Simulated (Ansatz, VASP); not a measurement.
One calculation of C, two programs

Contents of INCAR:

```
SYSTEM = C
PREC = Accurate
ENCUT = 520
EDIFF = 1E-7
ISMEAR = 0
SIGMA = 0.05
LREAL = .False.
LASPH = .True.
NELM = 80
ALGO = Normal
ISIF = 2
LWAVE = .False.
LCHARG = .False.
GGA = PE
NBANDS = 26
```

The input KPOINTS:

```
Automatic mesh
0
Gamma
  12 12 4
  0 0 0
```

POSCAR

```
C
1.0
    2.6439194161      0.0000000000      0.0000000000
   -1.3219597080      2.2897013799      0.0000000000
    0.0000000000      0.0000000000      8.0969734774
C
8
Direct
    0.0000000000      0.0000000000      0.0929681641
    0.0000000000      0.0000000000      0.5929681641
    0.0000000000      0.0000000000      0.4070318359
    0.0000000000      0.0000000000      0.9070318359
    0.3333333333      0.6666666667      0.1555285626
    0.6666666667      0.3333333333      0.6555285626
    0.3333333333      0.6666666667      0.3444714374
    0.6666666667      0.3333333333      0.8444714374
```

Input for Ansatz:

```yaml
crystal:
  lattice:
    - [2.6439194161, 0.0, 0.0]
    - [-1.321959708, 2.2897013799, 0.0]
    - [0.0, 0.0, 8.0969734774]
  atoms:
    - { symbol: C, position: [0.0, 0.0, 0.0929681641] }
    - { symbol: C, position: [0.0, 0.0, 0.5929681641] }
    - { symbol: C, position: [0.0, 0.0, 0.4070318359] }
    - { symbol: C, position: [0.0, 0.0, 0.9070318359] }
    - { symbol: C, position: [0.3333333333, 0.6666666667, 0.1555285626] }
    - { symbol: C, position: [0.6666666667, 0.3333333333, 0.6555285626] }
    - { symbol: C, position: [0.3333333333, 0.6666666667, 0.3444714374] }
    - { symbol: C, position: [0.6666666667, 0.3333333333, 0.8444714374] }
basis:
  ecutwfc: 420
kpoints:
  mp_grid: { grid: [12, 12, 4] }
hamiltonian:
  xc: pbe
scf:
  occupations: { method: gaussian, width: 0.05 }
output:
  forces: true
  stress: true
  eigenvalues: true
```

Change from the starting cell: strain +0.050 along x and y, -0.025 along z, atoms carried along.

Alike in both runs: task single point; functional PBE; k mesh 12 × 12 × 4; occupations gaussian, width 0.05 eV; no spin polarisation.

|  | VASP | Ansatz |
| --- | --- | --- |
| version | VASP 6.6.1 | Ansatz 0.2.0 |
| potentials or method | VASP PAW PBE potentials, release 64 (C) | scalar-relativistic, plane waves, PAW |
| plane-wave cutoff (eV) | 520 | 420 |
| valence electrons in the cell | 32 | 32 |

Ansatz gave:

| Item | Value |
| --- | --- |
| gap on the k mesh at the Fermi level (eV) | 3.42 |
| least direct gap on the mesh (eV) | 4.29 |
| pressure (GPa) | -24.3 |
| largest component of the traceless stress (GPa) | 52.10 |
| rms of the force components (eV/Å) | 0.113 |

**Question.** Estimate VASP's values.

**Answer.** gap on the k mesh at the Fermi level (eV): 3.41; least direct gap on the mesh (eV): 4.28; pressure (GPa): -23.9; largest component of the traceless stress (GPa): 52.37; rms of the force components (eV/Å): 0.122.

Atom by atom the forces differ by 0.011 eV/Å (rms over components). The functional is the same, so the differences come from potentials, cutoffs and numerics.

Caveats: so large a pressure means that the cell lies far from this level's equilibrium, or that cutoff or potentials fall short (VASP).
